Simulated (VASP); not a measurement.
## Ta: relaxation of cell and atoms with PBE

Ta:

```
Ta
1.0
    -1.65128    1.65128    1.65128
     1.65128   -1.65128    1.65128
     1.65128    1.65128   -1.65128
Ta
1
Direct
  0.00000 0.00000 0.00000
```

* Program: VASP 6.6.1
* Task: relaxation of cell and atoms
* Functional: PBE
* Potentials or basis: VASP PAW PBE potentials, release 64 (Ta_pv)
* Cutoff: 520 eV
* k mesh: 18 × 18 × 18
* Occupations: gaussian, width 0.1 eV
* Spin: no spin polarisation
* Further INCAR settings: ALGO = Fast; EDIFF = 0.05; IBRION = 2; EDIFFG = -0.002; NSW = 80; ISIF = 3

- Relaxed volume: 18.27 Å³/atom
- Relaxed cell: a = 2.874 Å, b = 2.874 Å, c = 2.874 Å, α = 109.47°, β = 109.47°, γ = 109.47°
- Space group after relaxing (to 0.05 Å): Im-3m (No. 229)
- Energy gained by relaxing: 2.9 meV/atom
- Ionic steps: 42
- Pressure after relaxing: 0.0 GPa
- Band gap on the k mesh: none (metal or under the smearing width)

The path:
```
step  energy change (eV)  largest force (eV/Å)  pressure (GPa)  volume (Å³)
   1              0.0000                0.0000            1.26        18.01
   3              0.0455                0.0000           -9.69        19.53
   5             -0.0043                0.0000          -13.96        18.57
   7             -0.0021                0.0000           -2.44        18.43
   9             -0.0025                0.0000           -1.69        18.40
  11             -0.0048                0.0000           -7.60        18.04
  13              0.0117                0.0000            8.47        17.65
  15              0.0002                0.0000            7.08        17.97
  17             -0.0006                0.0000            3.52        18.02
  19             -0.0033                0.0000            5.64        18.19
  21              0.0503                0.0000          -10.46        19.60
  23              0.0029                0.0000          -13.60        18.79
  25              0.0023                0.0000           -4.81        18.68
  27             -0.0024                0.0000           -7.14        18.49
  29              0.0622                0.0000           13.73        16.99
  31              0.0014                0.0000           15.46        17.82
  33              0.0012                0.0000            4.79        17.94
  35             -0.0049                0.0000            8.43        18.22
  37             -0.0009                0.0000          -12.33        18.68
  39             -0.0030                0.0000           -3.20        18.31
  41             -0.0029                0.0000           -0.08        18.27
  42             -0.0029                0.0000            0.01        18.27
```

Final structure:
```xyz
1
Lattice="-1.6591 1.6591 1.6591 1.6591 -1.6591 1.6591 1.6591 1.6591 -1.6591" Properties=species:S:1:pos:R:3 pbc="T T T"
Ta    0.0000    0.0000    0.0000
```

Levels at points of the mesh, in eV from the Fermi level:
```
           k point  band 2  band 3  band 4  band 5  band 6  band 7  band 8  band 9
(0.00, 0.00, 0.00)  -33.13  -33.13   -7.87    0.73    0.73    0.73    3.95    3.95
(0.50, 0.00, 0.00)  -33.50  -33.14   -4.32   -1.51    1.51    3.82    4.83    7.65
(0.50, 0.50, 0.50)  -33.92  -33.92   -3.73   -3.73    6.71    6.71    6.71    8.52
```

Run time: 4.2 min on 1 thread of Intel(R) Xeon(R) Platinum 8259CL CPU @ 2.50GHz (Skylake/Cascade Lake), on a shared host, peak memory 0.19 GiB.

Spin-orbit coupling is left out, which matters for the levels of Ta. Zero-point motion and thermal expansion aren't in these numbers.
